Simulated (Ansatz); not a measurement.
NaF: stable or not

The cell was found from a structure generator's guess, not taken from experiment.

Level of theory: Ansatz, DFT PBE, scalar-relativistic, plane waves, PAW. The final run on the 6-atom cell used 420 eV, a Γ-centred 6×6×8 mesh, 0.02 eV smearing and no spin polarisation.

```cif
data_structure
_symmetry_space_group_name_H-M 'Cm'
_symmetry_Int_Tables_number 8
_cell_length_a 6.3941
_cell_length_b 9.8296
_cell_length_c 3.0531
_cell_angle_alpha 90.000
_cell_angle_beta 118.289
_cell_angle_gamma 90.000
_cell_volume 168.98
loop_
_atom_site_label
_atom_site_type_symbol
_atom_site_symmetry_multiplicity
_atom_site_Wyckoff_symbol
_atom_site_fract_x
_atom_site_fract_y
_atom_site_fract_z
_atom_site_occupancy
Na1 Na 4 b 0.14971 0.84623 0.39885 1
Na2 Na 2 a 0.66397 0.00000 0.91462 1
F1 F 4 b 0.34978 0.65394 0.60052 1
F2 F 2 a 0.33683 0.00000 0.08653 1
```

Formation energies are uncorrected and refer to the elements' standard structures at the same level (F₂ as a molecule).

Question: These tests were run: energy against the elements; random kick, then relaxation without symmetry; phonons on a 2×2×4 q mesh. What do they show?

Answer:

| test | result |
| --- | --- |
| energy against the elements | −2.621 eV/atom |
| random kick, then relaxation without symmetry | returns |
| phonons on a 2×2×4 q mesh | no imaginary mode on the mesh |

It fails none of these tests. Other phases of the system weren't compared here, so this isn't yet thermodynamic stability.

The kick test ran on a coarse mesh. The run for the phonons used a 6×6×8 k mesh.
